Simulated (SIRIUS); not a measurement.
PbS (Galena) under changes of volume

One of the cells (26.086 Å³/atom); the others are scaled copies at fixed shape and fractional positions:

```
Pb S
1.0
     0.00000    2.96575    2.96575
     2.96575    0.00000    2.96575
     2.96575    2.96575    0.00000
Pb S
1 1
Direct
  0.00000 0.00000 0.00000
  0.50000 0.50000 0.50000
```

| Item | Value |
| --- | --- |
| Program | SIRIUS 7.12.0 |
| Functional | AM05 |
| Potentials or basis | all-electron FP-LAPW |
| Cutoff | 158 eV |
| Basis | apw+lo standard |
| k mesh | 8 × 8 × 8 |
| Occupations | fermi-dirac, width 0.05 eV |
| Spin | no spin polarisation |

```tsv
volume (Å³/atom)	energy over the lowest point (meV/atom)	gap on the mesh (eV)
24.521	15.39	0.08
25.042	?	?
25.564	0.92	0.25
26.086	0.00	0.33
26.607	2.69	0.40
27.129	8.46	0.47
27.651	17.18	0.53
```

What does the run at 25.042 Å³/atom give?

Energy over the lowest point 6.10 meV/atom; gap on the mesh 0.17 eV.

Worked out: A Birch-Murnaghan fit of order 3 (a polynomial in V^(-2/3)) to the other rows has its minimum at 25.95 Å³/atom with B0 = V·E''(V) = 56 GPa and B' = 4.9. It gives 5.89 meV/atom at 25.042 Å³/atom, against the run's 6.10.

Energies are extrapolated to zero smearing.

Caveats: spin-orbit coupling is left out, which as a rule narrows the gap of such compounds by several tenths of an eV.

A mesh can miss the band edges.
